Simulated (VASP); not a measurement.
# Si (Fd-3m) in VASP: further runs

One crystal, Si, is run at these levels: PBE; tasks: single point.

Everything below comes from runs of VASP 6.6.1. Logs are shortened: lines on timing, memory, paths and dates and some standing lists are left out, and cuts for length are marked.

## Step 1: The undisturbed crystal

Symmetry: Fd-3m, No. 227, cubic system. Conventional cell: a = 5.444 Å, b = 5.444 Å, c = 5.444 Å, α = 90.00°, β = 90.00°, γ = 90.00°. Si (site symmetry -43m) has 4 Si at 2.36 Å as nearest neighbours.

## Step 2: Single point, PBE (grid = ENCUT=250 dk=0.45 cell=3x3x2 ISMEAR=0 SIGMA=0.05 LREAL=Auto EDIFF=1e-06)

INCAR

```
PREC = Accurate ; ENCUT = 250
EDIFF = 1E-6 ; ISMEAR = 0
SIGMA = 0.05 ; LREAL = Auto
LASPH = T ; NELM = 120
ALGO = Fast ; ISIF = 2
LWAVE = F ; LCHARG = F
GGA = PE ; NBANDS = 84
NCORE = 1 ; KPAR = 2
```

KPOINTS

```
regular mesh
0
Gamma
  2 2 3
```

POSCAR

```
Si
1.0
    0.0000000000      8.1655535595      8.1655535595
    8.1655535595      0.0000000000      8.1655535595
    5.4437023730      5.4437023730      0.0000000000
Si
36
Direct
    0.1666666667      0.1666666667      0.2500000000
    0.1666666667      0.1666666667      0.7500000000
    0.1666666667      0.5000000000      0.2500000000
    0.1666666667      0.5000000000      0.7500000000
    0.1666666667      0.8333333333      0.2500000000
    0.1666666667      0.8333333333      0.7500000000
    0.5000000000      0.1666666667      0.2500000000
    0.5000000000      0.1666666667      0.7500000000
    0.5000000000      0.5000000000      0.2500000000
    0.5000000000      0.5000000000      0.7500000000
    0.5000000000      0.8333333333      0.2500000000
    0.5000000000      0.8333333333      0.7500000000
    0.8333333333      0.1666666667      0.2500000000
    0.8333333333      0.1666666667      0.7500000000
    0.8333333333      0.5000000000      0.2500000000
    0.8333333333      0.5000000000      0.7500000000
    0.8333333333      0.8333333333      0.2500000000
    0.8333333333      0.8333333333      0.7500000000
    0.2500000000      0.2500000000      0.3750000000
    0.2500000000      0.2500000000      0.8750000000
    0.2500000000      0.5833333333      0.3750000000
    0.2500000000      0.5833333333      0.8750000000
    0.2500000000      0.9166666667      0.3750000000
    0.2500000000      0.9166666667      0.8750000000
    0.5833333333      0.2500000000      0.3750000000
    0.5833333333      0.2500000000      0.8750000000
    0.5833333333      0.5833333333      0.3750000000
    0.5833333333      0.5833333333      0.8750000000
    0.5833333333      0.9166666667      0.3750000000
    0.5833333333      0.9166666667      0.8750000000
    0.9166666667      0.2500000000      0.3750000000
    0.9166666667      0.2500000000      0.8750000000
    0.9166666667      0.5833333333      0.3750000000
    0.9166666667      0.5833333333      0.8750000000
    0.9166666667      0.9166666667      0.3750000000
    0.9166666667      0.9166666667      0.8750000000
```

Potentials or basis: VASP PAW PBE potentials, release 64 (Si).

Run with:

```
> cat potpaw_PBE.64/Si/POTCAR > POTCAR
> mpirun -np 4 vasp_std > vasp.out
```

OUTCAR:

```text
PREC = Accurate
   ENCUT = 250
   EDIFF = 1E-6
   ISMEAR = 0
   LREAL = Auto
   LASPH = T
   NELM = 120
   ISIF = 2
   GGA = PE

 Found      6 irreducible k-points:

 Following reciprocal coordinates:
            Coordinates               Weight
  0.000000  0.000000  0.000000      1.000000
  0.500000  0.000000  0.000000      2.000000
  0.500000  0.500000  0.000000      1.000000
  0.000000  0.000000  0.333333      2.000000
  0.500000  0.000000  0.333333      4.000000
  0.500000  0.500000  0.333333      2.000000
   k-points           NKPTS =      6   k-points in BZ     NKDIM =      6   number of bands    NBANDS=     84
   number of dos      NEDOS =    301   number of ions     NIONS =     36
   total plane-waves  NPLWV = 144000
   dimension x,y,z NGX =    60 NGY =   60 NGZ =   40
   dimension x,y,z NGXF=   120 NGYF=  120 NGZF=   80
   ions per type =              36
   NGX,Y,Z   is equivalent  to a cutoff of   8.64,  8.64,  8.64 a.u.
   NGXF,Y,Z  is equivalent  to a cutoff of  17.28, 17.28, 17.28 a.u.
 SYSTEM =  unknown system
   PREC   = accura    normal or accurate (medium, high low for compatibility)
   ISTART =      0    job   : 0-new  1-cont  2-samecut
   ICHARG =      2    charge: 1-file 2-atom 10-const
   ISPIN  =      1    spin polarized calculation?
   LNONCOLLINEAR =      F non collinear calculations
   LSORBIT =      F    spin-orbit coupling
   LASPH  =      T    aspherical Exc in radial PAW
   ENCUT  =  250.0 eV  18.37 Ry    4.29 a.u.  14.89 14.89  9.93*2*pi/ulx,y,z
   NELM   =    120;   NELMIN=  2; NELMDL= -5     # of ELM steps
   EDIFF  = 0.1E-05   stopping-criterion for ELM
   LREAL  =      T    real-space projection
   EDIFFG = 0.1E-04   stopping-criterion for IOM
   NSW    =      0    number of steps for IOM
   IBRION =     -1    ionic relax: 0-MD 1-quasi-New 2-CG
   NFREE  =      0    steps in history (QN), initial steepest desc. (CG)
   ISIF   =      2    stress and relaxation
   ISYM   =      2    0-nonsym 1-usesym 2-fastsym
   POTIM  = 0.5000    time-step for ionic-motion
   TEBEG  =    0.0;   TEEND  =   0.0 temperature during run
   PSTRESS=    0.0 pullay stress
   NELECT =     144.0000    total number of electrons
   NUPDOWN=      -1.0000    fix difference up-down
   EMIN   =  10.00;   EMAX   =-10.00  energy-range for DOS
   EFERMI =   0.00;   METHOD = LEGACY
   ISMEAR =     0;   SIGMA  =   0.05  broadening in eV -4-tet -1-fermi 0-gaus
   EFERMI_NEDOS =   21; number of points for ismear=-14 and -15
   IALGO  =     68    algorithm
   IMIX   =      4    mixing-type and parameters
     AMIX     =   0.40;   BMIX     =  1.00
     AMIX_MAG =   1.60;   BMIX_MAG =  1.00
  volume/ion in A,a.u.               =      20.16       136.08
  Fermi-wavevector in a.u.,A,eV,Ry     =   0.954766  1.804247 12.402783  0.911579
  Thomas-Fermi vector in A             =   2.083543
   LORBIT       =      0    0 simple, 1 ext, 2 COOP (PROOUT), +10 PAW based schemes
   GGA     = PE    functional components
   LHFCALC =     F    Hartree Fock is set to
   AEXX    =    0.0000 exact exchange contribution
   IVDW    =     0    specifies the selected vdW correction
   LEPSILON=     F    determine dielectric tensor
   LRPA    =     F    only Hartree local field effects (RPA)
 non-spin polarized calculation
 RMM-DIIS sequential band-by-band and
 Gauss-broadening in eV      SIGMA  =   0.05
  energy-cutoff  :      250.00
  volume of cell :      725.93
 maximum number of plane-waves:      6566
 NGX is ok and might be reduce to    60
   NGX = 29   NGY = 29   NGZ = 19

 number of electron     144.0000051 magnetization

 Free energy of the ion-electron system (eV)
  ---------------------------------------------------
  ext. energy  EPLUGINS =         0.00000000
  ---------------------------------------------------
  free energy    TOTEN  =      -194.46986802 eV

  energy without entropy =     -194.46986802  energy(sigma->0) =     -194.46986802

 E-fermi :   6.0349     XC(G=0):  -9.3769

 val. band max:        5.7735184487   @ k =   0.0000   0.0000   0.0000
 cond. band min:       6.5013744242   @ k =   0.5000   0.5000   0.0000
 fundamental gap:      0.7278559755
 Fermi energy:         6.0349138786

 k-point     1 :       0.0000    0.0000    0.0000
  band No.  band energies     occupation
      1      -6.1485      2.00000
      2      -4.7806      2.00000
      3      -4.7806      2.00000
      4      -4.7806      2.00000
      5      -4.7806      2.00000
      6      -4.2556      2.00000
[... 76 lines left out ...]
     83       7.5154      0.00000
     84       7.5156      0.00000

 k-point     2 :       0.5000    0.0000    0.0000
  band No.  band energies     occupation
      1      -5.7895      2.00000
      2      -5.7895      2.00000
      3      -4.8571      2.00000
      4      -4.8571      2.00000
      5      -4.0567      2.00000
      6      -4.0567      2.00000
[... 76 lines left out ...]
     83       7.8939      0.00000
     84       8.1093      0.00000

 k-point     3 :       0.5000    0.5000    0.0000
  band No.  band energies     occupation
      1      -5.6673      2.00000
      2      -5.6673      2.00000
      3      -5.2049      2.00000
      4      -5.2049      2.00000
      5      -4.0567      2.00000
      6      -4.0567      2.00000
[... 76 lines left out ...]
     83       7.8187      0.00000
     84       7.8194      0.00000

 k-point     4 :       0.0000    0.0000    0.3333
  band No.  band energies     occupation
      1      -5.7895      2.00000
      2      -4.8571      2.00000
      3      -4.8571      2.00000
      4      -4.8571      2.00000
      5      -4.7806      2.00000
      6      -4.7806      2.00000
[... 76 lines left out ...]
     83       7.7474      0.00000
     84       7.7652      0.00000

 k-point     5 :       0.5000    0.0000    0.3333
  band No.  band energies     occupation
      1      -5.6673      2.00000
      2      -5.2049      2.00000
      3      -5.2049      2.00000
      4      -4.8571      2.00000
      5      -4.8571      2.00000
      6      -4.0567      2.00000
[... 76 lines left out ...]
     83       8.5382      0.00000
     84       8.5934      0.00000

 k-point     6 :       0.5000    0.5000    0.3333
  band No.  band energies     occupation
      1      -5.7895      2.00000
      2      -5.2049      2.00000
      3      -4.8571      2.00000
      4      -4.8571      2.00000
      5      -4.8571      2.00000
      6      -4.0567      2.00000
[... 76 lines left out ...]
     83       8.5486      0.00000
     84       8.5889      0.00000

------------------------ aborting loop because EDIFF is reached ----------------------------------------

  FORCE on cell =-STRESS in cart. coord.  units (eV):
  Direction    XX          YY          ZZ          XY          YZ          ZX
  --------------------------------------------------------------------------------------
  -------------------------------------------------------------------------------------
  Total        5.1533026      5.1533026      5.1532656     -0.0002772      0.0003155      0.0003155
  in kB       11.3736694     11.3736694     11.3735877     -0.0006119      0.0006963      0.0006963
  external PRESSURE =      11.3736421 kB  Pullay stress =       0.0000000 kB

 VOLUME and BASIS-vectors are now :
 -----------------------------------------------------------------------------
  energy-cutoff  :      250.00
  volume of cell :      725.93
      direct lattice vectors                 reciprocal lattice vectors
     0.000000000  8.165553559  8.165553559    -0.061232836  0.061232836  0.061232836
     8.165553559  0.000000000  8.165553559     0.061232836 -0.061232836  0.061232836
     5.443702373  5.443702373  0.000000000     0.091849254  0.091849254 -0.091849254

 POSITION                                       TOTAL-FORCE (eV/Angst)
 -----------------------------------------------------------------------------------
      2.72185      2.72185      2.72185        -0.000005     -0.000005      0.000002
      5.44370      5.44370      2.72185        -0.000005     -0.000005      0.000002
      5.44370      2.72185      5.44370        -0.000005     -0.000005      0.000002
      8.16555      5.44370      5.44370        -0.000005     -0.000005      0.000002
      8.16555      2.72185      8.16555        -0.000005     -0.000005      0.000002
     10.88740      5.44370      8.16555        -0.000005     -0.000005      0.000002
[... 28 lines left out ...]
      9.52648      9.52648     14.97018         0.000005      0.000005     -0.000002
     12.24833     12.24833     14.97018         0.000005      0.000005     -0.000002
 -----------------------------------------------------------------------------------
    total drift:                                0.000000      0.000000      0.000001

  FREE ENERGIE OF THE ION-ELECTRON SYSTEM (eV)
  ---------------------------------------------------
  free  energy   TOTEN  =      -194.4698680248 eV

  energy  without entropy=     -194.4698680248  energy(sigma->0) =     -194.46986802
```

Wall time 2.5 min (4 MPI ranks of Intel Xeon Platinum 8375C at 2.90GHz (Ice Lake), shared host); peak memory 0.29 GiB.

These settings aren't checked as converged: the numbers below hold their error.

Results:

```
Free energy            : -194.4699 eV
Band gap on the k mesh : 0.73 eV
```

Caveat: the cutoff is under 1.25 times the usual one of these potentials, so pressure, stress and relaxed cells hold a basis-set (Pulay) error; an odd mesh through Γ misses points on the zone boundary, where band edges often lie.

## Step 3: Single point, PBE (grid = ENCUT=350 dk=0.45 cell=3x3x2 ISMEAR=0 SIGMA=0.05 LREAL=Auto EDIFF=1e-06)

Edit INCAR of step 2 so:

```diff
@@ -1,2 +1,2 @@
-PREC = Accurate ; ENCUT = 250
+PREC = Accurate ; ENCUT = 350
 EDIFF = 1E-6 ; ISMEAR = 0
```

KPOINTS is that of step 2.

POSCAR is that of step 2.

Potentials or basis: VASP PAW PBE potentials, release 64 (Si).

Run with:

```
> cat potpaw_PBE.64/Si/POTCAR > POTCAR
> mpirun -np 4 vasp_std > vasp.out
```

Run time: 3.5 min. Hardware: 4 MPI ranks of Intel Xeon Platinum 8375C at 2.90GHz (Ice Lake), shared host; peak memory 0.38 GiB.

The run converged, but some of its settings lie outside the range that counts as converged, so its numbers aren't taken as properties of the crystal.

Results:

```
Free energy            : -194.8049 eV
Pressure               : 1.3 GPa
Band gap on the k mesh : 0.72 eV
```

Caveat: an odd mesh through Γ misses points on the zone boundary, where band edges often lie.

## Step 4: Single point, PBE (grid = ENCUT=350 dk=0.45 cell=3x3x2 ISMEAR=0 SIGMA=0.2 LREAL=Auto EDIFF=1e-06)

Edit INCAR of step 3 so:

```diff
@@ -2,3 +2,3 @@
 EDIFF = 1E-6 ; ISMEAR = 0
-SIGMA = 0.05 ; LREAL = Auto
+SIGMA = 0.2 ; LREAL = Auto
 LASPH = T ; NELM = 120
```

KPOINTS is that of step 3.

POSCAR is that of step 3.

Potentials or basis: VASP PAW PBE potentials, release 64 (Si).

Run with:

```
> cat potpaw_PBE.64/Si/POTCAR > POTCAR
> mpirun -np 4 vasp_std > vasp.out
```

OUTCAR:

```text
PREC = Accurate
   ENCUT = 350
   EDIFF = 1E-6
   ISMEAR = 0
   LREAL = Auto
   LASPH = T
   NELM = 120
   ISIF = 2
   GGA = PE

 Found      6 irreducible k-points:

 Following reciprocal coordinates:
            Coordinates               Weight
  0.000000  0.000000  0.000000      1.000000
  0.500000  0.000000  0.000000      2.000000
  0.500000  0.500000  0.000000      1.000000
  0.000000  0.000000  0.333333      2.000000
[... 604 lines left out ...]
  -------------------------------------------------------------------------------------
  Total        5.8051791      5.8051791      5.8168928      0.0097597     -0.0237384     -0.0237384
  in kB       12.8124026     12.8124026     12.8382555      0.0215402     -0.0523922     -0.0523922
  external PRESSURE =      12.8210202 kB  Pullay stress =       0.0000000 kB

 VOLUME and BASIS-vectors are now :
 -----------------------------------------------------------------------------
  energy-cutoff  :      350.00
  volume of cell :      725.93
      direct lattice vectors                 reciprocal lattice vectors
     0.000000000  8.165553559  8.165553559    -0.061232836  0.061232836  0.061232836
     8.165553559  0.000000000  8.165553559     0.061232836 -0.061232836  0.061232836
     5.443702373  5.443702373  0.000000000     0.091849254  0.091849254 -0.091849254

 POSITION                                       TOTAL-FORCE (eV/Angst)
 -----------------------------------------------------------------------------------
      2.72185      2.72185      2.72185         0.000233      0.000233     -0.000116
      5.44370      5.44370      2.72185         0.000233      0.000233     -0.000116
      5.44370      2.72185      5.44370         0.000233      0.000233     -0.000116
      8.16555      5.44370      5.44370         0.000233      0.000233     -0.000116
      8.16555      2.72185      8.16555         0.000233      0.000233     -0.000116
     10.88740      5.44370      8.16555         0.000233      0.000233     -0.000116
[... 28 lines left out ...]
      9.52648      9.52648     14.97018        -0.000233     -0.000233      0.000116
     12.24833     12.24833     14.97018        -0.000233     -0.000233      0.000116
 -----------------------------------------------------------------------------------
    total drift:                                0.000000      0.000000      0.000001

  FREE ENERGIE OF THE ION-ELECTRON SYSTEM (eV)
  ---------------------------------------------------
  free  energy   TOTEN  =      -194.8053365136 eV

  energy  without entropy=     -194.8013874302  energy(sigma->0) =     -194.80336197
```

OSZICAR:

```text
N       E                     dE             d eps       ncg     rms          rms(c)
DAV:   1     0.327683878180E+03    0.32768E+03   -0.44140E+04  1008   0.103E+03
DAV:   2    -0.162647584475E+03   -0.49033E+03   -0.46967E+03  1244   0.175E+02
DAV:   3    -0.197090713713E+03   -0.34443E+02   -0.33555E+02  1208   0.427E+01
DAV:   4    -0.198010283358E+03   -0.91957E+00   -0.91515E+00  1184   0.840E+00
DAV:   5    -0.198040495788E+03   -0.30212E-01   -0.30162E-01  1208   0.141E+00    0.207E+01
RMM:   6    -0.195791228914E+03    0.22493E+01   -0.12306E+00  1028   0.253E+00    0.126E+01
RMM:   7    -0.194753333376E+03    0.10379E+01   -0.33104E+00  1076   0.428E+00    0.706E-01
RMM:   8    -0.194792770062E+03   -0.39437E-01   -0.33863E-01  1117   0.158E+00    0.361E-01
RMM:   9    -0.194803241780E+03   -0.10472E-01   -0.85908E-02  1130   0.745E-01    0.380E-01
RMM:  10    -0.194804634271E+03   -0.13925E-02   -0.13954E-02  1190   0.348E-01    0.369E-01
RMM:  11    -0.194805447739E+03   -0.81347E-03   -0.46033E-03  1144   0.187E-01    0.237E-01
RMM:  12    -0.194805288191E+03    0.15955E-03   -0.40010E-03  1131   0.161E-01    0.287E-02
RMM:  13    -0.194805317662E+03   -0.29471E-04   -0.32585E-04  1138   0.569E-02    0.821E-02
RMM:  14    -0.194805304122E+03    0.13540E-04   -0.11967E-04  1117   0.322E-02    0.774E-02
RMM:  15    -0.194805328715E+03   -0.24593E-04   -0.34821E-05  1156   0.182E-02    0.466E-02
RMM:  16    -0.194805332782E+03   -0.40669E-05   -0.11053E-05  1054   0.847E-03    0.599E-02
RMM:  17    -0.194805336791E+03   -0.40086E-05   -0.10031E-05  1087   0.836E-03    0.179E-02
RMM:  18    -0.194805336514E+03    0.27689E-06   -0.17027E-06   707   0.376E-03
   1 F= -.19480534E+03 E0= -.19480336E+03  d E =-.394908E-02
```

It took 3.8 min on 4 MPI ranks of Intel Xeon Platinum 8375C at 2.90GHz (Ice Lake), shared host; peak memory 0.39 GiB.

The run converged, but some of its settings lie outside the range that counts as converged, so its numbers aren't taken as properties of the crystal.

What came out:

```yaml
Free_energy: -194.8053 eV
Pressure: 1.3 GPa
Band_gap_on_the_k_mesh: 0.72 eV
```

Caveat: an odd mesh through Γ misses points on the zone boundary, where band edges often lie.

## Step 5: Single point, PBE (grid = ENCUT=350 dk=0.45 cell=3x3x2 ISMEAR=0 SIGMA=0.05 LREAL=Auto EDIFF=0.0001)

INCAR

```
PREC = Accurate ; ENCUT = 350
EDIFF = 1E-4 ; ISMEAR = 0
SIGMA = 0.05 ; LREAL = Auto
LASPH = T ; NELM = 120
ALGO = Fast ; ISIF = 2
LWAVE = F ; LCHARG = F
GGA = PE ; NBANDS = 84
NCORE = 1 ; KPAR = 2
```

KPOINTS is that of step 4.

POSCAR is that of step 4.

Run with:

```
> cat potpaw_PBE.64/Si/POTCAR > POTCAR
> mpirun -np 4 vasp_std > vasp.out
```

Wall time 2.6 min (4 MPI ranks of Intel Xeon Platinum 8375C at 2.90GHz (Ice Lake), shared host); peak memory 0.38 GiB.

The run converged, but some of its settings lie outside the range that counts as converged, so its numbers aren't taken as properties of the crystal.

Results:

```
Free energy            : -194.8049 eV
Pressure               : 1.3 GPa
Band gap on the k mesh : 0.72 eV
```

Caveat: an odd mesh through Γ misses points on the zone boundary, where band edges often lie.
